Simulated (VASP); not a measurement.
A run of VASP 6.6.1 is set up as follows.

Contents of INCAR:

```
PREC = Accurate ; ENCUT = 900
EDIFF = 1E-7 ; ISMEAR = -1
SIGMA = 0.05 ; LREAL = False
LASPH = True ; NELM = 150
ALGO = Normal ; ISIF = 3
LWAVE = False ; LCHARG = False
ISPIN = 2 ; MAGMOM = 1 0
LORBIT = 11 ; LMAXMIX = 4
GGA = PE ; IBRION = 2
NSW = 40 ; EDIFFG = -0.01
```

The input KPOINTS:

```
regular mesh
0
Gamma
  8 8 8
```

POSCAR

```
NiO
1.0
    0.0000000000      2.0913095100      2.0913095100
    2.0913095100      0.0000000000      2.0913095100
    2.0913095100      2.0913095100      0.0000000000
Ni O
1 1
Direct
    0.0000000000      0.0000000000      0.0000000000
    0.5000000000      0.5000000000      0.5000000000
```

Potentials or basis: VASP PAW PBE potentials, release 64 (Ni_GW, O_GW).

Launch:

```console
$ cat potpaw_PBE.64/Ni_GW/POTCAR potpaw_PBE.64/O_GW/POTCAR > POTCAR
$ mpirun -np 1 vasp_std > vasp.out
```

Question: Estimate the space group after relaxing (to 0.05 Å).

Answer: Fm-3m (No. 225).

Question: Estimate the relaxed cell.

Answer: a = 2.981 Å, b = 2.981 Å, c = 2.981 Å, α = 60.00°, β = 60.00°, γ = 60.00°.

Question: What does it give for the site moments?

Answer: Ni +1.48; O +0.29 μB.

Question: Estimate the band gap on the k mesh.

Answer: None (metal or under the smearing width).

Final structure:
```yaml
crystal:
  lattice:
    - [0.00000, 2.10756, 2.10756]
    - [2.10756, 0.00000, 2.10756]
    - [2.10756, 2.10756, 0.00000]
  atoms:
    - { symbol: Ni, position: [0.00000, 0.00000, 0.00000] }
    - { symbol: O, position: [0.50000, 0.50000, 0.50000] }
```

Caveat: a cell with one magnetic atom can't hold antiferromagnetic order, which such compounds often take; semilocal functionals often make such compounds metallic where correlation or magnetic order opens a gap, which also shifts bond lengths. Zero-point motion and thermal expansion aren't in these numbers.
